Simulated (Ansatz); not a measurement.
Input of an Ansatz 0.2.0 run:

Contents of input.yaml:

```yaml
crystal:
  lattice:
    - [4.4004184607, 0.0, 0.0]
    - [0.0, 4.4004184607, 0.0]
    - [0.0, 0.0, 2.86707794]
  atoms:
    - { symbol: Mn, position: [0.5, 0.5, 0.5], spin: -2.09 }
    - { symbol: Mn, position: [0.0, 0.0, 0.0], spin: 4.04 }
    - { symbol: O, position: [0.80491615, 0.19508385, 0.5] }
    - { symbol: O, position: [0.69508385, 0.69508385, 0.0] }
    - { symbol: O, position: [0.19508385, 0.80491615, 0.5] }
    - { symbol: O, position: [0.30491615, 0.30491615, 0.0] }
hamiltonian:
  xc: pbesol
  pseudopotentials: { kind: paw }
magnetization:
  spin_polarized: true
kpoints:
  mp_grid: { grid: [6, 6, 9] }
scf:
  occupations: { method: fermi_dirac, width: 0.05 }
output:
  forces: true
  stress: true
  eigenvalues: true
  write_density: true
  write_potential: true
  elf: true
  volumetric_format: npy
```

Potentials or basis: Ansatz PAW.

The run is started by

```bash
$ ansatz run input.yaml --threads 2 --pin off --max-ram 5632MiB --backend cpu --events-out ev --progress --plain --runs-dir out
```

Estimate the largest force.

0.060 eV/Å.

Predict the pressure.

-6.3 GPa.

Forces on the atoms (eV/Å):
```
Mn   0.000  0.000  0.000
Mn   0.000  0.000  0.000
O   -0.043  0.043  0.000
O    0.043  0.043  0.000
O    0.043 -0.043  0.000
O   -0.043 -0.043  0.000
```

Caveat: the pressure holds a Pulay correction of +1.0 GPa for the finite cutoff; semilocal functionals often make such compounds metallic where correlation or magnetic order opens a gap, which also shifts bond lengths; the PAW data sets come from PBE, with cores solved anew for the run's functional, which leaves a small shift of forces and pressure.
